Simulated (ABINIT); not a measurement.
# TiC (Fm-3m) in ABINIT: notebook

One crystal, TiC, is run at these levels: revPBE+D4, RPBE+D3; tasks: equation of state.

All numbers are computed with ABINIT 10.8.3 (patched build); they aren't measurements. Logs are shortened: lines on timing, memory, paths and dates and some standing lists are left out, and cuts for length are marked. The log counts tension as positive stress, the text compression.

## Step 1: Starting point

Symmetry: Fm-3m, No. 225, cubic system. The conventional cell has a = 4.331 Å, b = 4.331 Å, c = 4.331 Å, α = 90.00°, β = 90.00°, γ = 90.00°. Ti (site symmetry m-3m) is surrounded by 6 C at 2.17 Å. C (site symmetry m-3m) has 6 Ti at 2.17 Å as nearest neighbours.

The cell is a database's computed one.

## Step 2: Equation of state, revPBE+D4

File run.py:

```python
import json, os
import numpy as np
from ase.eos import EquationOfState
from ase.units import GPa
from ase.calculators.mixing import SumCalculator
from dftd4.ase import DFTD4
from ase.calculators.abinit import Abinit, AbinitProfile
from ase import Atoms

atoms = Atoms(['Ti', 'C'],
              cell=[[0.0, 2.1657188437, 2.1657188437], [2.1657188437, 0.0, 2.1657188437], [2.1657188437, 2.1657188437, 0.0]],
              scaled_positions=[[0.0, 0.0, 0.0], [0.5, 0.5, 0.5]],
              pbc=True)

profile = AbinitProfile(command='abinit', pp_paths=[os.path.abspath('pseudos')])
params = dict(
    pps='pawxml', xc='PBE',
    ecut=517.0163,
    pawecutdg=1034.0327,
    kptopt=1,
    ngkpt=[11, 11, 11],
    nshiftk=1,
    shiftk=[0.0, 0.0, 0.0],
    ixc=14,
    nband=12,
    occopt=3,
    tsmear=0.05,
    nstep=100,
    tolvrs=1e-09,
    prtwf=0,
    prtden=0,
)

cell0 = atoms.cell.copy()
volumes, energies = [], []
for i, x in enumerate([0.94, 0.96, 0.98, 1.0, 1.02, 1.04, 1.06]):
    atoms.set_cell(cell0 * x ** (1 / 3), scale_atoms=True)
    atoms.calc = SumCalculator([Abinit(profile=profile, directory=f'v{i}', **params), DFTD4(method='revpbe')])
    volumes.append(atoms.get_volume() / len(atoms))
    dft, disp = atoms.calc.mixer.calcs
    energies.append((dft.get_property('free_energy', atoms) + disp.get_property('energy', atoms)) / len(atoms))
    print(f'{x:5.2f} {volumes[-1]:10.5f} A^3/atom {energies[-1]:14.6f} eV/atom', flush=True)
    json.dump(dict(volumes=volumes, energies=energies), open('results.json', 'w'))
v0, e0, b0 = EquationOfState(volumes, energies, eos='birchmurnaghan').fit()
print(f'V0 {v0:.4f} A^3/atom  E0 {e0:.6f} eV/atom  B0 {b0 / GPa:.2f} GPa')
```

Potentials or basis: JTH PAW PBE v2.0.

On the command line:

```
$ python run.py
```

Output:

```text
0.94    9.54848 A^3/atom    -876.528687 eV/atom
 0.96    9.75164 A^3/atom    -876.538720 eV/atom
 0.98    9.95479 A^3/atom    -876.541339 eV/atom
 1.00   10.15795 A^3/atom    -876.537247 eV/atom
 1.02   10.36111 A^3/atom    -876.525410 eV/atom
 1.04   10.56427 A^3/atom    -876.510129 eV/atom
 1.06   10.76743 A^3/atom    -876.490184 eV/atom
V0 9.9145 A^3/atom  E0 -876.541486 eV/atom  B0 278.30 GPa
```

abinit.in:

```text
ecut 517.0163 eV
ixc 14
kptopt 1
natom 2
nband 12
ngkpt
11 11 11
nshiftk 1
nsppol 1
nstep 100
occopt 3
pawecutdg 1034.0327 eV
prtden 0
prtwf 0
shiftk
0.0 0.0 0.0
tolvrs 1e-09
tsmear 0.05 eV
#Definition of the unit cell
acell
1.00000000000000 1.00000000000000 1.00000000000000 Angstrom
rprim
0.00000000000000 2.20819470279794 2.20819470279794
2.20819470279794 0.00000000000000 2.20819470279794
2.20819470279794 2.20819470279794 0.00000000000000
chkprim 0 # Allow non-primitive cells
#Definition of the atom types
ntypat 2
znucl 6 22
#Enumerate different atomic species
typat
 2 1
pseudos "./pseudos/C.GGA_PBE-JTH.xml,
./pseudos/Ti.GGA_PBE-JTH.xml"
#Definition of the atoms
xcart
0.00000000000000 0.00000000000000 0.00000000000000
4.17288322081197 4.17288322081197 4.17288322081197
chkexit 1 # abinit.exit file in the running directory terminates after the current SCF
```

abinit.abo:

```text
.Version 10.8.3 of ABINIT
 Symmetries : space group Fm -3 m (#225); Bravais cF (face-center cubic)
================================================================================
 Values of the parameters that define the memory need of the present run
     intxc =       0    ionmov =       0      iscf =      17    lmnmax =      18
     lnmax =       6     mgfft =      24  mpssoang =       3    mqgrid =    3001
     natom =       2  nloc_mem =       2    nspden =       1   nspinor =       1
    nsppol =       1      nsym =      48    n1xccc =       1    ntypat =       2
    occopt =       3   xclevel =       2
       mpw =         584          nfft =       13824          nkpt =          56
 PAW method is used; the additional fine FFT grid is defined by:
   mgfftf=        36    nfftf =     46656
================================================================================
================================================================================

--------------------------------------------------------------------------------
------------- Echo of variables that govern the present computation ------------
--------------------------------------------------------------------------------
 -outvars: echo values of preprocessed input variables --------
            acell      1.8897261259E+00  1.8897261259E+00  1.8897261259E+00 Bohr
              amu      1.20110000E+01  4.78800000E+01
          chkexit           1
          chkprim           0
             ecut      1.89999986E+01 Hartree
                       outvar_i_n : Printing only first  50 k-points.
              ixc          14
                       outvar_i_n : Printing only first  50 k-points.
         kptrlatt       11    0    0      0   11    0      0    0   11
          kptrlen      6.49148285E+01
            natom           2
            nband          12
            ngfft          24      24      24
          ngfftdg          36      36      36
             nkpt          56
            nstep         100
             nsym          48
           ntypat           2
                       prtocc : prtvol=0, do not print more k-points.
           occopt           3
        pawecutdg      3.80000008E+01 Hartree
         pawxcdev           0
           prtden           0
            prtwf           0
            rprim      0.0000000000E+00  2.2081947028E+00  2.2081947028E+00
                       2.2081947028E+00  0.0000000000E+00  2.2081947028E+00
                       2.2081947028E+00  2.2081947028E+00  0.0000000000E+00
          spgroup         225
           tolvrs      1.00000000E-09
           tsmear      1.83746611E-03 Hartree
            typat      2  1
           useylm           1
                       outvars : Printing only first  50 k-points.
           xangst      0.0000000000E+00  0.0000000000E+00  0.0000000000E+00
                       2.2081947028E+00  2.2081947028E+00  2.2081947028E+00
            xcart      0.0000000000E+00  0.0000000000E+00  0.0000000000E+00
                       4.1728832210E+00  4.1728832210E+00  4.1728832210E+00
             xred      0.0000000000E+00  0.0000000000E+00  0.0000000000E+00
                       5.0000000000E-01  5.0000000000E-01  5.0000000000E-01
            znucl        6.00000   22.00000

================================================================================

 chkinp: Checking input parameters for consistency.

================================================================================
== DATASET  1 ==================================================================

--- !DatasetInfo
iteration_state: {dtset: 1, }
dimensions: {natom: 2, nkpt: 56, mband: 12, nsppol: 1, nspinor: 1, nspden: 1, mpw: 584, }
cutoff_energies: {ecut:  19.0, pawecutdg:  38.0, }
electrons: {nelect:   1.60000000E+01, charge:   0.00000000E+00, occopt:   3.00000000E+00, tsmear:   1.83746611E-03, }
meta: {optdriver: 0, ionmov: 0, optcell: 0, iscf: 17, paral_kgb: 0, }
...

[... 80 lines left out ...]
lattice_volume:   1.4532445E+02
convergence: {deltae:  1.080E-11, res2:  3.003E-11, residm:  6.109E-04, diffor: null, }
etotal    :  -6.43858476E+01
entropy   :   0.00000000E+00
fermie    :   3.11645749E-01
cartesian_stress_tensor: # hartree/bohr^3
- [  3.20059588E-04,   0.00000000E+00,   0.00000000E+00, ]
- [  0.00000000E+00,   3.20059588E-04,   0.00000000E+00, ]
- [  0.00000000E+00,   0.00000000E+00,   3.20059588E-04, ]
pressure_GPa:  -9.4165E+00
xred      :
- [  0.0000E+00,   0.0000E+00,   0.0000E+00, Ti]
- [  5.0000E-01,   5.0000E-01,   5.0000E-01,  C]
cartesian_forces: # hartree/bohr
- [ -0.00000000E+00,  -0.00000000E+00,  -0.00000000E+00, ]
[... 5 lines left out ...]
 ------------------------------------------------
 Atom  Sphere_radius  Integrated_density
    1        2.30803         10.23420073
    2        1.50737          2.37733854

================================================================================

 ----iterations are completed or convergence reached----

 Mean square residual over all n,k,spin=   10.161E-07; max=  61.089E-05
 reduced coordinates (array xred) for    2 atoms
       0.000000000000      0.000000000000      0.000000000000
       0.500000000000      0.500000000000      0.500000000000
 rms dE/dt=  0.0000E+00; max dE/dt=  0.0000E+00; dE/dt below (all hartree)
    1       0.000000000000      0.000000000000      0.000000000000
    2       0.000000000000      0.000000000000      0.000000000000

 cartesian coordinates (angstrom) at end:
    1      0.00000000000000     0.00000000000000     0.00000000000000
    2      2.20819470279794     2.20819470279794     2.20819470279794

 cartesian forces (hartree/bohr) at end:
[... 6 lines left out ...]
    2     -0.00000000000000    -0.00000000000000    -0.00000000000000
 frms,max,avg= 0.0000000E+00 0.0000000E+00   0.000E+00  0.000E+00  0.000E+00 e/A
 length scales=  1.889726125908  1.889726125908  1.889726125908 bohr
              =  1.000000000000  1.000000000000  1.000000000000 angstroms
 Fermi (or HOMO) energy (hartree) =   0.31165   Average Vxc (hartree)=  -0.44088
 Eigenvalues (hartree) for nkpt=  56  k points:
 kpt#   1, nband= 12, wtk=  0.00075, kpt=  0.0000  0.0000  0.0000 (reduced coord)
  -1.77915   -0.89732   -0.89732   -0.89732   -0.13824    0.33453    0.33453    0.33453
   0.36795    0.36795    0.36829    0.36829
      occupation numbers for kpt#   1
   2.00000    2.00000    2.00000    2.00000    2.00000    0.00001    0.00001    0.00001
   0.00000    0.00000    0.00000    0.00000
 prteigrs : prtvol=0 or 1, do not print more k-points.

--- !EnergyTerms
iteration_state     : {dtset: 1, }
comment             : Components of total free energy in Hartree
kinetic             :  1.09130623955465E+01
hartree             :  1.11913937829395E+01
xc                  : -5.40416460490887E+00
Ewald energy        : -5.02166154921198E+01
psp_core            :  3.28861968166433E+00
local_psp           : -3.48123388478158E+01
PAW spherical_terms :  6.54287301878349E-01
internal            : -6.43857557828158E+01
'-kT*entropy'       : -9.05878380163386E-05
total_energy        : -6.43858463706538E+01
total_energy_eV     : -1.75202813436625E+03
...

--- !EnergyTermsDC
iteration_state     : {dtset: 1, }
comment             : '"Double-counting" decomposition of free energy'
band_energy         : -7.80196025779157E+00
Ewald energy        : -5.02166154921198E+01
psp_core            :  3.28861968166433E+00
xc_dc               : -1.07503824933772E+01
PAW spherical_terms :  1.09458153105432E+00
internal            : -6.43857570305700E+01
'-kT*entropy'       : -9.05878380163386E-05
total_energy_dc     : -6.43858476184080E+01
total_energy_dc_eV  : -1.75202816831938E+03
...

--- !EnergyTermsWithPAWCore
iteration_state     : {dtset: 1, }
comment             : 'Components of total free energy, including PAW core contributions'
Total energy        : -8.92121085788882E+02
Total energy DC     : -8.92121087036636E+02
Total energy (eV)   : -2.42758514435852E+04
Total energy DC (eV): -2.42758514775383E+04
...

 Cartesian components of stress tensor (hartree/bohr^3)
  sigma(1 1)=  3.20059588E-04  sigma(3 2)=  0.00000000E+00
  sigma(2 2)=  3.20059588E-04  sigma(3 1)=  0.00000000E+00
  sigma(3 3)=  3.20059588E-04  sigma(2 1)=  0.00000000E+00

-Cartesian components of stress tensor (GPa)         [Pressure= -9.4165E+00 GPa]
- sigma(1 1)=  9.41647818E+00  sigma(3 2)=  0.00000000E+00
- sigma(2 2)=  9.41647818E+00  sigma(3 1)=  0.00000000E+00
- sigma(3 3)=  9.41647818E+00  sigma(2 1)=  0.00000000E+00

== END DATASET(S) ==============================================================
================================================================================

 -outvars: echo values of variables after computation  --------
            acell      1.8897261259E+00  1.8897261259E+00  1.8897261259E+00 Bohr
           etotal     -6.4385847618E+01
            fcart     -0.0000000000E+00 -0.0000000000E+00 -0.0000000000E+00
                      -0.0000000000E+00 -0.0000000000E+00 -0.0000000000E+00
            rprim      0.0000000000E+00  2.2081947028E+00  2.2081947028E+00
                       2.2081947028E+00  0.0000000000E+00  2.2081947028E+00
                       2.2081947028E+00  2.2081947028E+00  0.0000000000E+00
           strten      3.2005958810E-04  3.2005958810E-04  3.2005958810E-04
                       0.0000000000E+00  0.0000000000E+00  0.0000000000E+00
           xangst      0.0000000000E+00  0.0000000000E+00  0.0000000000E+00
                       2.2081947028E+00  2.2081947028E+00  2.2081947028E+00
             xred      0.0000000000E+00  0.0000000000E+00  0.0000000000E+00
                       5.0000000000E-01  5.0000000000E-01  5.0000000000E-01
 Calculation completed.
```

It took 2.2 min on 1 thread of Arm Neoverse V1, shared host; peak memory 0.11 GiB.

What came out:

```yaml
Equilibrium_volume: "9.91 Å³/atom (rough: see the caveat)"
Bulk_modulus: 278 GPa (rough)
```

Energy against volume, from the lowest point:
| volume (Å³/atom) | energy (meV/atom) |
| --- | --- |
| 9.548 | 12.65 |
| 9.752 | 2.62 |
| 9.955 | 0.00 |
| 10.158 | 4.09 |
| 10.361 | 15.93 |
| 10.564 | 31.21 |
| 10.767 | 51.16 |

Caveat: pressures at fixed basis lie under the slope of the energies; the fit is doubtful: noisy points or a state that changes with volume; the log and the count of SCF iterations are those of the last ABINIT call alone; the PAW data sets were made with another functional, which shifts forces and pressure a little.

## Step 3: Equation of state, RPBE+D3

run.py: that of step 2 with these lines changed.

```diff
@@ -5,3 +5,3 @@
 from ase.calculators.mixing import SumCalculator
-from dftd4.ase import DFTD4
+from dftd3.ase import DFTD3
 from ase.calculators.abinit import Abinit, AbinitProfile
@@ -23,3 +23,3 @@
     shiftk=[0.0, 0.0, 0.0],
-    ixc=14,
+    ixc=15,
     nband=12,
@@ -37,3 +37,3 @@
     atoms.set_cell(cell0 * x ** (1 / 3), scale_atoms=True)
-    atoms.calc = SumCalculator([Abinit(profile=profile, directory=f'v{i}', **params), DFTD4(method='revpbe')])
+    atoms.calc = SumCalculator([Abinit(profile=profile, directory=f'v{i}', **params), DFTD3(method='rpbe', damping='d3zero')])
     volumes.append(atoms.get_volume() / len(atoms))
@@ -43,3 +43,3 @@
     json.dump(dict(volumes=volumes, energies=energies), open('results.json', 'w'))
-v0, e0, b0 = EquationOfState(volumes, energies, eos='birchmurnaghan').fit()
+v0, e0, b0 = EquationOfState(volumes, energies, eos='vinet').fit()
 print(f'V0 {v0:.4f} A^3/atom  E0 {e0:.6f} eV/atom  B0 {b0 / GPa:.2f} GPa')
```

Potentials or basis: JTH PAW PBE v2.0.

On the command line:

```
$ python run.py
```

Run time: 1.9 min. Hardware: 1 thread of Arm Neoverse V1, shared host; peak memory 0.11 GiB.

Results (log left out):

| Quantity | Value |
| --- | --- |
| Equilibrium volume | 10.04 Å³/atom |
| Bulk modulus | 250 GPa |
| Pressure derivative of the bulk modulus | 5.0 (rough: it moves with the points fitted) |

Energy against volume, from the lowest point:
| volume (Å³/atom) | energy (meV/atom) |
| --- | --- |
| 9.548 | 20.28 |
| 9.752 | 6.39 |
| 9.955 | 0.00 |
| 10.158 | 0.36 |
| 10.361 | 6.85 |
| 10.564 | 18.60 |
| 10.767 | 34.96 |

Caveat: pressures at fixed basis lie under the slope of the energies; the log and the count of SCF iterations are those of the last ABINIT call alone; the PAW data sets were made with another functional, which shifts forces and pressure a little.
